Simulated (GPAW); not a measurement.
Runs of GPAW 26.7.0 on Ir. It takes space group Fm-3m (No. 225, cubic). Conventional cell: a = 3.831 Å, b = 3.831 Å, c = 3.831 Å, α = 90.00°, β = 90.00°, γ = 90.00°. Ir (site symmetry m-3m) has 12 Ir at 2.71 Å as nearest neighbours. 

```tsv
task	level	potentials or basis	spin	cell	k mesh	smearing	optimizer	fmax	max steps	convergence	eigensolver	gap on the mesh (eV)	pressure (GPa)	relaxed volume (Å³/atom)
single point	PBE	GPAW PAW data sets (gpaw-data 1.2.1), pw	off	as given	12 × 12 × 12	gaussian 0.027 eV	-	-	-	-	-	none	9.8	-
relaxation of cell and atoms	revPBE+D3(BJ)	the program's PAW data sets (release 1.2.1) made for this functional, pw	off	relaxed	12 × 12 × 12	fermi-dirac 0.05 eV	BFGS	0.05 eV/Å	100	density=1e-05 forces=0.0001	-	none	0.0	13.94
band structure	BLYP	PAW data sets generated in the run's folder for this functional, pw	off	as given	12 × 12 × 12	fermi-dirac 0.05 eV	-	-	-	-	davidson	-	(b)	-
band structure	PBEsol	PAW data sets generated in the run's folder for this functional, pw	SOC, no magnetisation	as given	9 × 9 × 9	fermi-dirac 0.05 eV	-	-	-	-	-	-	-2.1	-
single point	PBE	GPAW PAW data sets (gpaw-data 1.2.1), pw	off	as given	12 × 12 × 12	gaussian 0.011 eV	-	-	-	-	-	none	9.8	-
relaxation of cell and atoms	LDA	the program's PAW data sets (release 1.2.1) made for this functional, pw	off	relaxed	12 × 12 × 12	fermi-dirac 0.05 eV	BFGS	0.02 eV/Å	40	density=1e-05 forces=0.0001	-	none	-0.1	(a)
relaxation of cell and atoms	revPBE+D4	the program's PAW data sets (release 1.2.1) made for this functional, pw	off	relaxed	12 × 12 × 12	fermi-dirac 0.05 eV	BFGS	0.01 eV/Å	40	density=1e-05 forces=0.0001	-	none	0.0	13.95
relaxation of cell and atoms	RPBE	the program's PAW data sets (release 1.2.1) made for this functional, pw	off	relaxed	12 × 12 × 12	fermi-dirac 0.05 eV	FIRE	0.02 eV/Å	40	density=1e-05 forces=0.0001	-	none	0.0	14.63
```

Alike in all rows: cutoff (eV) 600.

Problem. Estimate the missing entries.

Solution. (a) 13.74; (b) 26.1.

Caveats: later steps reuse the first step's grids (some runs); pairwise dispersion overbinds metals, which lowers pressure and volume (some runs); so large a pressure means that the cell lies far from this level's equilibrium, or that cutoff or potentials fall short (some runs); spin-orbit coupling is left out, which moves the levels of the heavy elements (some runs); spin-orbit coupling was added after a scalar SCF, so levels and gaps hold it while energy, forces, pressure and moments don't (some runs); this program's spin-orbit splittings come out too wide for heavy elements (some runs).

A k mesh can miss the band edges, and rows without SOC leave out spin-orbit coupling on Ir.

A gap of «none» marks a metal or a gap under the smearing width.
